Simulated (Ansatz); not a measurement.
# HfO2 (P4_2/nmc) in Ansatz: Born charges and dielectric tensor with RPBE

Aim: the Born charges and dielectric tensor of HfO2 with RPBE.

Everything below comes from runs of Ansatz 0.2.0. Logs are shortened: lines on timing, memory, paths and dates and some standing lists are left out, and cuts for length are marked.

## 1. The structure

The structure is tetragonal, space group P4_2/nmc (No. 137). Conventional cell: a = 3.558 Å, b = 3.558 Å, c = 5.172 Å, α = 90.00°, β = 90.00°, γ = 90.00°. Around Hf (site symmetry -4m2) lie 4 O at 2.05 Å. Around O (site symmetry 2mm) lie 2 Hf at 2.05 Å.

Measurements of this composition are mostly on another form, of space group No. 14.

## 2. Born charges and dielectric tensor, RPBE

File input.yaml:

```yaml
crystal:
  lattice:
    - [3.55801933, 0.0, 0.0]
    - [0.0, 3.55801933, 0.0]
    - [0.0, 0.0, 5.17186121]
  atoms:
    - { symbol: Hf, position: [0.0, 0.0, 0.0] }
    - { symbol: Hf, position: [0.5, 0.5, 0.5] }
    - { symbol: O, position: [0.0, 0.5, 0.19720788] }
    - { symbol: O, position: [0.5, 0.0, 0.30279212] }
    - { symbol: O, position: [0.5, 0.0, 0.80279212] }
    - { symbol: O, position: [0.0, 0.5, 0.69720788] }
hamiltonian:
  xc: rpbe
  pseudopotentials: { kind: paw }
kpoints:
  mp_grid: { grid: [8, 8, 5] }
scf:
  occupations: { method: fixed }
output:
  eigenvalues: true
dielectric:
  method: response
```

Potentials or basis: Ansatz PAW.

Run with:

```console
ansatz run input.yaml --threads 2 --pin off --max-ram 5632MiB --backend cpu --events-out ev --progress --plain --runs-dir out
```

What it wrote:

```text
Warning: RAYON_NUM_THREADS=2 ignored (pool sized by the plan → 2); use --threads N
Engine: ansatz 0.2.0, x86_64-unknown-linux-gnu
Pseudopotentials: kind: paw
Pseudopotential: Hf, paw, valence charge 26, recommended cutoff 420 eV (normal), Hf.paw.azcp
Pseudopotential: O, paw, valence charge 6, recommended cutoff 420 eV (normal), O.paw.azcp
Functional definition: RPBE
  parameter kappa = 0.804
  parameter beta = 0.06672455060314922
  exchange = rpbe_x(kappa = kappa, mu = beta*pi^2/3)
  correlation = pbe_c(beta = beta)
Crystal: 6 atoms, lattice volume = 65.473 Å³
Basis set: ecut = 420 eV, 1277 PW (Γ), exchange–correlation on 48×48×72 points (8 copies of the dense FFT grid, shifted against one another)
Bands: 46, of which v1, the nominal top of the filled ones, is band 38 counted from 1 (37 counted from 0)
Symmetry: 16 space group operations
k-points: 105 of 320 (irreducible under 2 space group operations, time reversal used)
Non-local potential: Hf, projectors of the file, l = 0: 3, l = 1: 2, l = 2: 2, l = 3: 3
Non-local potential: O, projectors of the file, l = 0: 2, l = 1: 2, l = 2: 1
PAW form: soft (Blöchl's): semilocal exchange-correlation on the pseudo side does not see the compensation charge
PAW frozen core: Hf, regenerated for the run's functional, and the local potential with it (the file was generated under x = pbe(κ = 0.804, μ = 0.2195149727645171), c = pbe(β = 0.06672455060314922))
PAW frozen core: O, regenerated for the run's functional, and the local potential with it (the file was generated under x = pbe(κ = 0.804, μ = 0.2195149727645171), c = pbe(β = 0.06672455060314922))
PAW one-centre angular grid: Hf, 590 points (default); XC on 64 Gauss nodes
PAW one-centre angular grid: O, 110 points (default); XC on 64 Gauss nodes
Initial density: superposition of atomic densities (neutral atoms: chi_scale 0, normalization atom), corrected by the library's trained network
Initial wavefunctions: pseudopotential atomic-orbital guess
Functional: x = rpbe, c = pbe(β = 0.06672455060314922)
SCF iter   1: F=—  HF=-33754.424280 eV  |F-HF|=—  |Δ(HF+E_count)|=         —  Δρ=4.77e-3  dr2=1.03e-2  ethr=1.77e-3  ⟨swp⟩=4.1  Hψ=13579  notcnv=0  defer=410
preconditioner: auto → Resta (q_TF=auto, 2.797 Å⁻¹)  ε∞=5.4  [insulator: Δε(μ)=4.895 eV  Ē_g=18.469 eV  n_scr=28 (ndim 8)  ℏωp=38.9 eV  f_vac=0.056  ε∞_Penn≈5.4]
SCF iter   2: F=—  HF=-33754.424284 eV  |F-HF|=—  |Δ(HF+E_count)|=   3.41e-6  Δρ=2.48e-3  dr2=2.06e-3  ethr=1.36e-5  ⟨swp⟩=2.0  Hψ=8984  notcnv=0  defer=630
SCF iter   3: F=—  HF=-33754.424911 eV  |F-HF|=—  |Δ(HF+E_count)|=   6.28e-4  Δρ=9.48e-4  dr2=6.26e-4  ethr=2.71e-6  ⟨swp⟩=2.0  Hψ=4764  notcnv=0  defer=630
SCF iter   4: F=—  HF=-33754.425107 eV  |F-HF|=—  |Δ(HF+E_count)|=   1.96e-4  Δρ=2.78e-4  dr2=4.84e-5  ethr=8.24e-7  ⟨swp⟩=2.0  Hψ=7803  notcnv=0  defer=623
SCF iter   5: F=—  HF=-33754.425196 eV  |F-HF|=—  |Δ(HF+E_count)|=   8.88e-5  Δρ=1.24e-4  dr2=9.67e-6  ethr=6.37e-8  ⟨swp⟩=2.0  Hψ=8488  notcnv=0  defer=383
SCF iter   6: F=—  HF=-33754.425195 eV  |F-HF|=—  |Δ(HF+E_count)|=   1.27e-6  Δρ=4.59e-5  dr2=1.28e-6  ethr=1.27e-8  ⟨swp⟩=2.0  Hψ=8443  notcnv=0  defer=379
SCF iter   7: F=—  HF=-33754.425198 eV  |F-HF|=—  |Δ(HF+E_count)|=   3.09e-6  Δρ=1.69e-5  dr2=1.21e-7  ethr=1.69e-9  ⟨swp⟩=2.0  Hψ=7581  notcnv=0  defer=379
SCF iter   8: F=—  HF=-33754.425198 eV  |F-HF|=—  |Δ(HF+E_count)|=   5.72e-7  Δρ=4.99e-6  dr2=1.29e-8  ethr=1.59e-10  ⟨swp⟩=2.0  Hψ=8446  notcnv=0  defer=379
SCF iter   9: F=—  HF=-33754.425198 eV  |F-HF|=—  |Δ(HF+E_count)|=   5.54e-8  Δρ=8.67e-7  dr2=3.19e-10  ethr=1.70e-11  ⟨swp⟩=2.2  Hψ=8231  notcnv=0  defer=379
SCF iter  10: F=-33754.425198 eV  HF=-33754.425198 eV  |F-HF|=6.55e-11  |Δ(HF+E_count)|=   1.47e-9  Δρ=1.60e-7  dr2=9.07e-12  ethr=1.00e-12  ⟨swp⟩=9.2  Hψ=17598  notcnv=0
SCF 1 converged in 10 iterations: F = -33754.425198 eV  dr2 = 9.07e-12
NSCF: frozen V_eff on 4 k-points
DFPT response loops at Γ: preconditioner auto → none (the input reference at scf.mixing.eps_inf says where Resta's filter doesn't serve); β = 0.50; Broyden in place of MSR1
── the response to a field inside a basis, on 8×8×6 k-points: an SCF that follows is theirs, and a resumed run solves both again ──
Bands: 39, of which v1, the nominal top of the filled ones, is band 38 counted from 1 (37 counted from 0)
k-points: 30 of 384
Initial density: handed on by an earlier stage of this run
Initial wavefunctions: pseudopotential atomic-orbital guess (no wavefunctions were taken with the density)
Eigensolver: Dense (30 Hₖ)
SCF iter   1: F=—  HF=-33754.340094 eV  |F-HF|=—  |Δ(HF+E_count)|=         —  Δρ=4.75e-4  dr2=2.38e-5  ethr=1.00e-1
preconditioner: auto → Resta (q_TF=auto, 2.797 Å⁻¹)  ε∞=6.3  [insulator: Δε(μ)=5.072 eV  Ē_g=16.885 eV  n_scr=28 (ndim 8)  ℏωp=38.9 eV  f_vac=0.064  ε∞_Penn≈6.3]
SCF iter   2: F=—  HF=-33754.340115 eV  |F-HF|=—  |Δ(HF+E_count)|=   2.10e-5  Δρ=2.52e-4  dr2=1.08e-5  ethr=3.13e-8
SCF iter   3: F=—  HF=-33754.340124 eV  |F-HF|=—  |Δ(HF+E_count)|=   8.99e-6  Δρ=1.50e-4  dr2=3.05e-6  ethr=1.42e-8
SCF iter   4: F=—  HF=-33754.340130 eV  |F-HF|=—  |Δ(HF+E_count)|=   5.93e-6  Δρ=4.93e-5  dr2=3.79e-7  ethr=4.01e-9
SCF iter   5: F=-33754.340131 eV  HF=-33754.340131 eV  |F-HF|=1.18e-8  |Δ(HF+E_count)|=   7.28e-7  Δρ=9.13e-6  dr2=3.17e-8  ethr=4.98e-10
SCF 1 converged in 5 iterations: F = -33754.340131 eV  dr2 = 3.17e-8
DFPT response loops at Γ: mixed as the last ones told, above
SCF converged after 10 iterations
Free energy (F): -33754.425198 eV
Harris-Foulkes:  -33754.425198 eV  (|F-HF|=6.55e-11)
Internal energy: -33754.425198 eV  (E = F + TS)
E sigma→0 (E₀):  -33754.425198 eV
Fermi energy:    15.344417 eV
--- Per-component energies (eV) ---
  E_band       = 108.883688
  E_kinetic    = 1551.743870
  E_local      = -11581.106142  (includes V_loc(G=0)·N_el)
  E_nonlocal   = -2300.117235
  E_hartree    = 5320.081118
  E_xc         = -899.748792
  E_vxc        = -912.638366  (∫ρ·V_xc dr)
  E_paw        = -14517.063467  (= ΣΔE_a)
  E_vpaw       = 2710.829426  (= ΣTr[D̂ρ^β])
  E_aug_tail   = 0.010004  (compensation charges beyond the density's cutoff)
  E_ewald      = -11327.768996
  E_core_change = -0.455559  (= ΣΔE_core)
  E_smearing   = -0.000000  (= −TS)
  E_closure    = -0.000000  (closes the sum)
  Σ components = -33754.425198   (vs F -33754.425198, Δ=0.00e0)
--- Band table (eV; the first three rows and the last of 105) ---
  k-point 0: bands = ["-44.8487", "-44.8317", "-13.9184", "-13.5371", "-13.5371", "-13.4771", "-13.4244", "-13.4244", "-2.8269", "-1.2342", "-0.8823", "-0.4103", "5.3056", "5.3056", "5.3117", "5.3193", "5.3193", "5.3398", "5.3406", "5.3486", "5.3486", "5.3654", "5.3679", "5.3679", "5.3759", "5.5355", "10.0419", "10.5808", "10.7843", "10.7843", "12.7290", "12.7290", "14.0417", "14.0417", "14.6839", "15.2270", "15.2829", "15.2829", "20.2073", "20.2344", "21.4572", "21.6566", "22.0325", "23.0255", "24.5354", "24.5354"]
  k-point 1: bands = ["-44.8471", "-44.8333", "-13.8797", "-13.5264", "-13.5264", "-13.5230", "-13.4352", "-13.4352", "-2.6635", "-1.1586", "-1.1095", "-0.4807", "5.3072", "5.3072", "5.3119", "5.3207", "5.3207", "5.3422", "5.3473", "5.3473", "5.3549", "5.3619", "5.3629", "5.3658", "5.3658", "5.5083", "10.3981", "10.8917", "10.8917", "10.9659", "12.3658", "12.3658", "14.0712", "14.3319", "14.3319", "14.6400", "15.3068", "15.3068", "20.3236", "20.4431", "21.4482", "21.4892", "22.5369", "23.6228", "24.5977", "24.5977"]
  k-point 2: bands = ["-44.8428", "-44.8376", "-13.7751", "-13.6391", "-13.4986", "-13.4986", "-13.4634", "-13.4634", "-2.2220", "-1.6372", "-0.9544", "-0.6914", "5.3104", "5.3104", "5.3185", "5.3223", "5.3223", "5.3364", "5.3461", "5.3461", "5.3485", "5.3564", "5.3615", "5.3615", "5.3927", "5.4490", "11.1925", "11.1925", "11.3762", "11.7839", "11.7839", "11.9875", "12.7354", "13.3485", "14.6691", "14.6691", "15.3444", "15.3444", "20.6457", "20.9409", "21.0868", "21.3582", "23.5807", "24.8132", "24.8132", "24.8300"]
  k-point 104: bands = ["-44.8289", "-44.8289", "-13.8257", "-13.8257", "-13.7295", "-13.7295", "-13.5822", "-13.5822", "-0.9219", "-0.9219", "-0.8011", "-0.8011", "5.2973", "5.2973", "5.3123", "5.3123", "5.3225", "5.3225", "5.3242", "5.3242", "5.3278", "5.3278", "5.3685", "5.3685", "5.3826", "5.3826", "10.4906", "10.4906", "11.3406", "11.3406", "13.1650", "13.1650", "13.7775", "13.7775", "13.9411", "13.9411", "15.3134", "15.3134", "21.4326", "21.4326", "21.7580", "21.7580", "22.8060", "22.8060", "22.9330", "22.9330"]
--- Dielectric response (ions clamped): 3 representative field directions + reference, inside a basis on a mesh of 384 k-points (Σ response iterations 18) ---
  ε∞ (high-frequency dielectric tensor):
        5.198169     0.000000     0.000000
        0.000000     5.198169     0.000000
        0.000000     0.000000     4.693192
  Born effective charges Z* (e; rows j = field, columns β = displacement):
    site 0:
         5.55288   -0.00000   -0.00000
        -0.00000    5.55288   -0.00000
        -0.00000    0.00000    4.81609
    site 1:
         5.55288    0.00000    0.00000
        -0.00000    5.55288   -0.00000
        -0.00000    0.00000    4.81609
    site 2:
        -2.07744   -0.00000    0.00000
         0.00000   -3.47545    0.00000
         0.00000    0.00000   -2.40805
    site 3:
        -2.07744   -0.00000   -0.00000
         0.00000   -3.47545   -0.00000
        -0.00000    0.00000   -2.40805
    site 4:
        -3.47545    0.00000    0.00000
         0.00000   -2.07744   -0.00000
         0.00000   -0.00000   -2.40805
    site 5:
        -3.47545    0.00000   -0.00000
         0.00000   -2.07744    0.00000
         0.00000    0.00000   -2.40805
  Z* charge neutrality: 3.775e-3 e pre-enforcement
  solved inside a basis spanned on kpoints, on 8×8×6 k-points, its susceptibility summed on 12×12×8: ε∞ is read to err by 1.6e-2, Z* by 2.8e-2 e (field_mesh: kpoints solves on kpoints); Z* is corrected for what the basis lacks
```

Run time: 91 s. Hardware: 2 threads of Intel Xeon Platinum 8488C (Sapphire Rapids), shared host; peak memory 1.5 GiB.

Results:

```yaml
Free_energy: -33754.4252 eV
Band_gap_on_the_k_mesh: 4.86 eV, indirect (least direct gap 4.92 eV)
Electronic_dielectric_tensor_diagonal: 5.20, 5.20, 4.69
Born_charges_mean_of_the_diagonal: Hf +5.31; O -2.65 e
```

Electronic dielectric tensor:
```
5.20 0.00 0.00
0.00 5.20 0.00
0.00 0.00 4.69
```

Born effective charge tensors (e):
atom 1, Hf
```
5.55 0.00 0.00
0.00 5.55 0.00
0.00 0.00 4.82
```
atom 2, Hf
```
5.55 0.00 0.00
0.00 5.55 0.00
0.00 0.00 4.82
```
atom 3, O
```
-2.08  0.00  0.00
 0.00 -3.48  0.00
 0.00  0.00 -2.41
```
atom 4, O
```
-2.08  0.00  0.00
 0.00 -3.48  0.00
 0.00  0.00 -2.41
```
atom 5, O
```
-3.48  0.00  0.00
 0.00 -2.08  0.00
 0.00  0.00 -2.41
```
atom 6, O
```
-3.48  0.00  0.00
 0.00 -2.08  0.00
 0.00  0.00 -2.41
```

Caveat: odd divisions of the mesh miss points on the zone boundary, where band edges often lie, so the gap on the mesh can be too wide; spin-orbit coupling is left out, which moves the levels of the heavy elements. RPBE gaps usually lie below the measured ones, often by a third to a half.
